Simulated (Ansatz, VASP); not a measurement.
**Pd: VASP beside Ansatz**

The input POSCAR:

```
Pd
1.0
    0.0000000000      2.0421450000      1.8476550000
    2.0421450000      0.0000000000      1.8476550000
    2.0421450000      2.0421450000      0.0000000000
Pd
1
Direct
    0.0000000000      0.0000000000      0.0000000000
```

Contents of INCAR.step1:

```
PREC     = Accurate       # precision mode
ENCUT    = 520            # plane-wave cutoff, eV
ISMEAR   = 0              # smearing method
SIGMA    = 0.15           # smearing width, eV
LREAL    = F              # projectors in reciprocal space
LASPH    = T              # aspherical terms in the spheres
NELM     = 100            # most SCF steps
NBANDS   = 11             # bands
GGA      = PE             # functional
ALGO     = Normal         # electronic algorithm
EDIFF    = 1E-4           # SCF threshold, eV
LWAVE    = T              # write WAVECAR
LCHARG   = F              # write CHGCAR
```

Contents of INCAR.step2:

```
PREC     = Accurate       # precision mode
ENCUT    = 520            # plane-wave cutoff, eV
EDIFF    = 1E-7           # SCF threshold, eV
ISMEAR   = 0              # smearing method
SIGMA    = 0.15           # smearing width, eV
LREAL    = F              # projectors in reciprocal space
LASPH    = T              # aspherical terms in the spheres
NELM     = 100            # most SCF steps
ALGO     = Normal         # electronic algorithm
ISIF     = 2              # what is computed and relaxed
LWAVE    = F              # write WAVECAR
LCHARG   = T              # write CHGCAR
METAGGA  = R2SCAN         # meta-GGA
LMIXTAU  = T            
LELF     = T              # ELF
LVHAR    = T            
NBANDS   = 11             # bands
ISTART   = 1
```

KPOINTS

```
regular mesh
0
Gamma
  20 20 20
```

Input for Ansatz:

```yaml
crystal:
  lattice:
    - [0.0, 2.042145, 1.847655]
    - [2.042145, 0.0, 1.847655]
    - [2.042145, 2.042145, 0.0]
  atoms:
    - { symbol: Pd, position: [0.0, 0.0, 0.0] }
basis:
  ecutwfc: 500
kpoints:
  mp_grid: { grid: [20, 20, 20] }
hamiltonian:
  xc: r2scan
scf:
  occupations: { method: gaussian, width: 0.15 }
output:
  forces: true
  stress: true
  eigenvalues: true
```

Change from the starting cell: strain +0.050 along x and y, -0.050 along z, atoms carried along.

Alike in both runs: task single point; functional r2SCAN; k mesh 20 × 20 × 20; occupations gaussian, width 0.15 eV; no spin polarisation.

|  | VASP | Ansatz |
| --- | --- | --- |
| version | VASP 6.6.1 | Ansatz 0.2.0 |
| potentials or method | VASP PAW PBE potentials, release 64 (Pd) | scalar-relativistic, plane waves, PAW |
| plane-wave cutoff (eV) | 520 | 500 |
| valence electrons in the cell | 10 | 18 |

|  | VASP | Ansatz | Ansatz less VASP |
| --- | --- | --- | --- |
| gap on the k mesh at the Fermi level (eV) | none | none | - |
| pressure (GPa) | -4.5 | -5.0 | -0.51 |
| largest component of the traceless stress (GPa) | 1.37 | 1.29 | -0.078 |

A gap of «none» marks a metal or a gap that the smearing closes. With one functional, cell and mesh, what is left measures potentials, basis and numerics. The two sets of potentials don't hold the same shells in valence.

Caveats: the PAW data sets were made with another functional, which shifts forces and pressure a little (VASP).
